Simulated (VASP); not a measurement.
# C (P6_3/mmc) in VASP: notebook

Runs on C. Level: PBE+D3(BJ). Tasks: relaxation of cell and atoms.

Program: VASP 6.6.1. These are calculated values, not measurements. Logs are shortened: lines on timing, memory, paths and dates and some standing lists are left out, and cuts for length are marked.

**1. The crystal as given**

Symmetry: P6_3/mmc, No. 194, hexagonal system. The conventional cell has a = 2.467 Å, b = 2.467 Å, c = 7.803 Å, α = 90.00°, β = 90.00°, γ = 120.00°. C (site symmetry -6m2) is surrounded by 3 C at 1.42 Å. C (site symmetry -6m2) has 3 C at 1.42 Å as nearest neighbours.

**2. Relaxation of cell and atoms, PBE+D3(BJ)**

File INCAR:

```
SYSTEM = C
ALGO     = Normal         ! electronic algorithm
EDIFF    = 1E-7           ! SCF threshold, eV
EDIFFG   = -0.002         ! ionic threshold
ENCUT    = 700            ! plane-wave cutoff, eV
GGA      = PE             ! functional
IBRION   = 2              ! ionic algorithm
ISIF     = 3              ! what is computed and relaxed
ISMEAR   = 0              ! smearing method
IVDW     = 12             ! dispersion correction
LASPH    = .True.         ! aspherical terms in the spheres
LCHARG   = .False.        ! write CHGCAR
LREAL    = .False.        ! projectors in reciprocal space
LWAVE    = .False.        ! write WAVECAR
NELM     = 80             ! most SCF steps
NSW      = 80             ! ionic steps
PREC     = Accurate       ! precision mode
SIGMA    = 0.02           ! smearing width, eV
```

File KPOINTS:

```
k-points
0
Gamma
  15 15 4
  0 0 0
```

File POSCAR:

```
C
1.0
    2.4672912600      0.0000000000      0.0000000000
   -1.2336456300      2.1367369100      0.0000000000
    0.0000000000      0.0000000000      7.8030730000
C
4
Direct
    0.0000000000      0.0000000000      0.2500000000
    0.0000000000      0.0000000000      0.7500000000
    0.3333333300      0.6666666700      0.2500000000
    0.6666666700      0.3333333300      0.7500000000
```

Potentials or basis: VASP PAW PBE potentials, release 64 (C).

Run with:

```bash
cat potpaw_PBE.64/C/POTCAR > POTCAR
mpirun -np 1 vasp_std > vasp.out
```

OUTCAR:

```text
SYSTEM = C
   EDIFF = 1E-7
   EDIFFG = -0.002
   ENCUT = 700
   GGA = PE
   IBRION = 2
   ISIF = 3
   ISMEAR = 0
   IVDW = 12
   LASPH = .True.
   LREAL = .False.
   NELM = 80
   NSW = 80
   PREC = Accurate
 IVDW          = 12

 ion  position               nearest neighbor table
   1  0.000  0.000  0.250-   3 1.42   3 1.42   3 1.42
   2  0.000  0.000  0.750-   4 1.42   4 1.42   4 1.42
   3  0.333  0.667  0.250-   1 1.42   1 1.42   1 1.42
   4  0.667  0.333  0.750-   2 1.42   2 1.42   2 1.42

  LATTYP: Found a hexagonal cell.
 ALAT       =     2.4672912600
 C/A-ratio  =     3.1626071581

  Lattice vectors:

 A1 = (   2.4672912600,   0.0000000000,   0.0000000000)
 A2 = (  -1.2336456300,   2.1367369100,   0.0000000000)
 A3 = (   0.0000000000,   0.0000000000,   7.8030730000)

Analysis of symmetry for initial positions (statically):
=====================================================================
 Subroutine PRICEL returns:
 Original cell was already a primitive cell.

 Routine SETGRP: Setting up the symmetry group for a
 hexagonal supercell.

 Subroutine GETGRP returns: Found 24 space group operations
 (whereof 12 operations were pure point group operations)
 out of a pool of 24 trial point group operations.

The static configuration has the point symmetry D_3d.
 The point group associated with its full space group is D_6h.

Analysis of symmetry for dynamics (positions and initial velocities):
=====================================================================
 Subroutine PRICEL returns:
 Original cell was already a primitive cell.

 Routine SETGRP: Setting up the symmetry group for a
 hexagonal supercell.

 Subroutine GETGRP returns: Found 24 space group operations
 (whereof 12 operations were pure point group operations)
 out of a pool of 24 trial point group operations.

The dynamic configuration has the point symmetry D_3d.
 The point group associated with its full space group is D_6h.

 Subroutine INISYM returns: Found 24 space group operations
 (whereof 12 operations are pure point group operations),
 and found     1 'primitive' translations

----------------------------------------------------------------------------------------

                                     Primitive cell

  volume of cell :      41.1374

  direct lattice vectors                    reciprocal lattice vectors
     2.467291260  0.000000000  0.000000000     0.405302777  0.234001668  0.000000000
    -1.233645630  2.136736910  0.000000000     0.000000000  0.468003335  0.000000000
     0.000000000  0.000000000  7.803073000     0.000000000  0.000000000  0.128154639

  length of vectors
     2.467291260  2.467291260  7.803073000     0.468003335  0.468003335  0.128154639

[... 76 lines left out ...]
   ISTART =      0    job   : 0-new  1-cont  2-samecut
   ICHARG =      2    charge: 1-file 2-atom 10-const
   ISPIN  =      1    spin polarized calculation?
   LNONCOLLINEAR =      F non collinear calculations
   LSORBIT =      F    spin-orbit coupling
   LASPH  =      T    aspherical Exc in radial PAW
   ENCUT  =  700.0 eV  51.45 Ry    7.17 a.u.   5.32  5.32 16.83*2*pi/ulx,y,z
   NELM   =     80;   NELMIN=  2; NELMDL= -5     # of ELM steps
   EDIFF  = 0.1E-06   stopping-criterion for ELM
   LREAL  =      F    real-space projection
   EDIFFG = -.2E-02   stopping-criterion for IOM
   NSW    =     80    number of steps for IOM
   IBRION =      2    ionic relax: 0-MD 1-quasi-New 2-CG
   NFREE  =      1    steps in history (QN), initial steepest desc. (CG)
   ISIF   =      3    stress and relaxation
   ISYM   =      2    0-nonsym 1-usesym 2-fastsym
   POTIM  = 0.5000    time-step for ionic-motion
   TEBEG  =    0.0;   TEEND  =   0.0 temperature during run
   PSTRESS=    0.0 pullay stress
   NELECT =      16.0000    total number of electrons
   NUPDOWN=      -1.0000    fix difference up-down
   EMIN   =  10.00;   EMAX   =-10.00  energy-range for DOS
   EFERMI =   0.00;   METHOD = LEGACY
   ISMEAR =     0;   SIGMA  =   0.02  broadening in eV -4-tet -1-fermi 0-gaus
   EFERMI_NEDOS =   21; number of points for ismear=-14 and -15
   IALGO  =     38    algorithm
   IMIX   =      4    mixing-type and parameters
     AMIX     =   0.40;   BMIX     =  1.00
     AMIX_MAG =   1.60;   BMIX_MAG =  1.00
  volume/ion in A,a.u.               =      10.28        69.40
  Fermi-wavevector in a.u.,A,eV,Ry     =   1.195003  2.258229 19.429568  1.428033
  Thomas-Fermi vector in A             =   2.330979
   LORBIT       =      0    0 simple, 1 ext, 2 COOP (PROOUT), +10 PAW based schemes
   GGA     = PE    functional components
   LHFCALC =     F    Hartree Fock is set to
   AEXX    =    0.0000 exact exchange contribution
   IVDW    =    12    specifies the selected vdW correction
   LEPSILON=     F    determine dielectric tensor
   LRPA    =     F    only Hartree local field effects (RPA)
 conjugate gradient relaxation of ions
 non-spin polarized calculation
 Gauss-broadening in eV      SIGMA  =   0.02
  energy-cutoff  :      700.00
  volume of cell :       41.14
 maximum number of plane-waves:      1756
 NGX is ok and might be reduce to    24
   NGX = 11   NGY = 11   NGZ = 33

--------------------------------------- Ionic step        1  -------------------------------------------

 number of electron      15.9999999 magnetization

 Free energy of the ion-electron system (eV)
  ---------------------------------------------------
  ext. energy  EPLUGINS =         0.00000000
  ---------------------------------------------------
  free energy    TOTEN  =       -36.92432731 eV

  energy without entropy =      -36.92407813  energy(sigma->0) =      -36.92420272

------------------------ aborting loop because EDIFF is reached ----------------------------------------

 Edisp (eV)   -0.52304

 E8    (eV) :    -0.1459
[... 840 lines left out ...]
      1      -9.7887      2.00000
      2      -9.7429      2.00000
      3      -8.8050      2.00000
      4      -8.7747      2.00000
      5      -4.9656      2.00000
      6      -4.9230      2.00000
      7       2.1974      2.00000
      8       2.5808      2.00000
      9       5.2023      0.00000
     10       5.3348      0.00000
     11      14.6143      0.00000
     12      15.0243      0.00000

 [... further k-points ...]

[... ionic steps 4 to 10 ...]

--------------------------------------- Ionic step       11  -------------------------------------------

 number of electron      15.9999999 magnetization

------------------------ aborting loop because EDIFF is reached ----------------------------------------
[... 79 lines left out ...]
--------------------------------------- Ionic step       13  -------------------------------------------

 number of electron      15.9999999 magnetization

 Free energy of the ion-electron system (eV)
  ---------------------------------------------------
  ext. energy  EPLUGINS =         0.00000000
  ---------------------------------------------------
  free energy    TOTEN  =       -36.87771602 eV

  energy without entropy =      -36.87751720  energy(sigma->0) =      -36.87761661

 E-fermi :   4.6813     XC(G=0): -10.3334

 val. band max:        4.6794806195   @ k =   0.3333   0.3333   0.5000
 cond. band min:       4.6819162610   @ k =   0.3333   0.3333   0.2500
 fundamental gap:      0.0024356415
 Fermi energy:         4.6813151112
[... 395 lines left out ...]
  FREE ENERGIE OF THE ION-ELECTRON SYSTEM (eV)
  ---------------------------------------------------
  free  energy   TOTEN  =       -37.5041980048 eV

  energy  without entropy=      -37.5039991905  energy(sigma->0) =      -37.50409860

 reached required accuracy - stopping structural energy minimisation
```

OSZICAR:

```text
N       E                     dE             d eps       ncg     rms          rms(c)
DAV:   1     0.751924678015E+02    0.75192E+02   -0.96089E+03  1944   0.153E+03
DAV:   2    -0.337032583731E+02   -0.10890E+03   -0.99314E+02  2828   0.259E+02
[... 149 lines left out ...]
DAV:   1    -0.368792528147E+02   -0.17589E-02   -0.74128E-02  2104   0.271E+00    0.243E-01
DAV:   2    -0.368781222361E+02    0.11306E-02   -0.17875E-03  2288   0.334E-01    0.136E-01
DAV:   3    -0.368777153088E+02    0.40693E-03   -0.11996E-03  2120   0.242E-01    0.160E-02
DAV:   4    -0.368777155484E+02   -0.23956E-06   -0.18873E-05  2352   0.354E-02    0.116E-02
DAV:   5    -0.368777159228E+02   -0.37440E-06   -0.14950E-06  2268   0.132E-02    0.683E-04
DAV:   6    -0.368777160159E+02   -0.93077E-07   -0.34215E-08  1536   0.159E-03
  13 F= -.37504198E+02 E0= -.37504099E+02  d E =-.727787E-03
```

CONTCAR:

```text
C
   1.00000000000000
     2.4649986915356474    0.0000000000000000    0.0000000000000000
    -1.2324993457678237    2.1347514874689377    0.0000000000000000
     0.0000000000000000   -0.0000000000000000    6.6998863399646655
  C
     4
Direct
     0.0000000000000000    0.0000000000000000    0.2500000000000000
     0.0000000000000000    0.0000000000000000    0.7500000000000000
     0.3333333300000021    0.6666666699999979    0.2500000000000000
     0.6666666699999979    0.3333333300000021    0.7500000000000000

  0.00000000E+00  0.00000000E+00  0.00000000E+00
  0.00000000E+00  0.00000000E+00  0.00000000E+00
  0.00000000E+00  0.00000000E+00  0.00000000E+00
  0.00000000E+00  0.00000000E+00  0.00000000E+00
```

Wall time 3.6 min (1 thread of Intel Xeon 6975P-C (Granite Rapids), shared host); peak memory 0.23 GiB.

Results:

```
Free energy                            : -37.5042 eV
Relaxed volume                         : 8.81 Å³/atom
Relaxed cell                           : a = 2.465 Å, b = 2.465 Å, c = 6.700 Å, α = 90.00°, β = 90.00°, γ = 120.00°
Space group after relaxing (to 0.05 Å) : P6_3/mmc (No. 194)
Energy gained by relaxing              : 14.2 meV/atom
Ionic steps                            : 13
Pressure after relaxing                : 0.0 GPa
Band gap on the k mesh                 : none (metal or under the smearing width)
Dispersion energy per atom             : -0.157 eV
```

Step by step:
```tsv
step	energy change (eV)	largest force (eV/Å)	pressure (GPa)	volume (Å³)
1	0.0000	0.0000	-1.29	41.14
2	-0.0031	0.0000	0.64	40.65
3	-0.0033	0.0000	1.21	40.51
4	-0.0045	0.0000	1.20	40.42
5	-0.0080	0.0000	1.19	40.17
6	-0.0151	0.0000	1.16	39.66
7	-0.0286	0.0000	1.13	38.65
8	-0.0500	0.0000	1.18	36.63
9	-0.0251	0.0000	2.46	32.57
10	-0.0553	0.0000	1.30	35.68
11	-0.0561	0.0000	1.41	35.09
12	-0.0530	0.0000	-3.14	35.64
13	-0.0568	0.0000	0.00	35.26
```

Final structure:
```
C
1.0
     2.46500    0.00000    0.00000
    -1.23250    2.13475    0.00000
     0.00000    0.00000    6.69989
C
4
Direct
  0.00000 0.00000 0.25000
  0.00000 0.00000 0.75000
  0.33333 0.66667 0.25000
  0.66667 0.33333 0.75000
```

Levels at points of the mesh, in eV from the Fermi level:
| k point | band 6 | band 7 | band 8 | band 9 | band 10 | band 11 |
| --- | --- | --- | --- | --- | --- | --- |
| (0.00, 0.00, 0.00) | -3.01 | -2.99 | -2.99 | 4.31 | 8.33 | 8.33 |
| (0.00, 0.00, 0.50) | -3.00 | -3.00 | -3.00 | 6.96 | 6.96 | 8.35 |

**3. Relaxation of cell and atoms, PBE+D3(BJ)**

This run uses another cell than the first one, of 8.81 Å³/atom, 0.857 times its volume.

INCAR is that of step 2.

KPOINTS is that of step 2.

File POSCAR:

```
C                                       
1.0
    2.4649986915      0.0000000000      0.0000000000
   -1.2324993458      2.1347514875      0.0000000000
    0.0000000000     -0.0000000000      6.6998863400
  C             
     4
Direct
     0.0000000000000000    0.0000000000000000    0.2500000000000000
     0.0000000000000000    0.0000000000000000    0.7500000000000000
     0.3333333300000021    0.6666666699999979    0.2500000000000000
     0.6666666699999979    0.3333333300000021    0.7500000000000000
```

Potentials or basis: VASP PAW PBE potentials, release 64 (C).

Run with:

```bash
cat potpaw_PBE.64/C/POTCAR > POTCAR
mpirun -np 1 vasp_std > vasp.out
```

Run time: 89 s. Hardware: 1 thread of Intel Xeon 6975P-C (Granite Rapids), shared host; peak memory 0.21 GiB.

Results (log left out):

```yaml
Free_energy: -37.4947 eV
Relaxed_volume: 8.76 Å³/atom
Relaxed_cell: a = 2.465 Å, b = 2.465 Å, c = 6.661 Å, α = 90.00°, β = 90.00°, γ = 120.00°
Space_group_after_relaxing_to_0.05_Å: P6_3/mmc (No. 194)
Energy_gained_by_relaxing: 0.0 meV/atom
Ionic_steps: 11
Pressure_after_relaxing: 0.0 GPa
Band_gap_on_the_k_mesh: none (metal or under the smearing width)
Dispersion_energy_per_atom: -0.158 eV
```

The path:
```
step  energy change (eV)  largest force (eV/Å)  pressure (GPa)  volume (Å³)
   1              0.0000                0.0000           -0.10        35.26
   2              0.0000                0.0000            0.03        35.23
   3              0.0000                0.0000            0.11        35.21
   4              0.0000                0.0000            0.10        35.20
   5             -0.0001                0.0000            0.06        35.19
   6             -0.0001                0.0000           -0.03        35.16
   7             -0.0001                0.0000           -0.20        35.10
   8             -0.0001                0.0000           -0.17        35.12
   9             -0.0001                0.0000           -0.09        35.09
  10             -0.0001                0.0000           -0.06        35.08
  11             -0.0001                0.0000            0.01        35.05
```

Final structure:
```
C
1.0
     2.46484    0.00000    0.00000
    -1.23242    2.13462    0.00000
     0.00000    0.00000    6.66098
C
4
Direct
  0.00000 0.00000 0.25000
  0.00000 0.00000 0.75000
  0.33333 0.66667 0.25000
  0.66667 0.33333 0.75000
```

Levels at points of the mesh, in eV from the Fermi level:
| k point | band 4 | band 5 | band 6 | band 7 | band 8 | band 9 | band 10 | band 11 | band 12 |
| --- | --- | --- | --- | --- | --- | --- | --- | --- | --- |
| (0.00, 0.00, 0.00) | -6.50 | -3.01 | -3.01 | -2.99 | -2.99 | 4.36 | 8.33 | 8.33 | 8.38 |
| (0.00, 0.00, 0.50) | -7.62 | -3.00 | -3.00 | -3.00 | -3.00 | 7.06 | 7.06 | 8.36 | 8.36 |
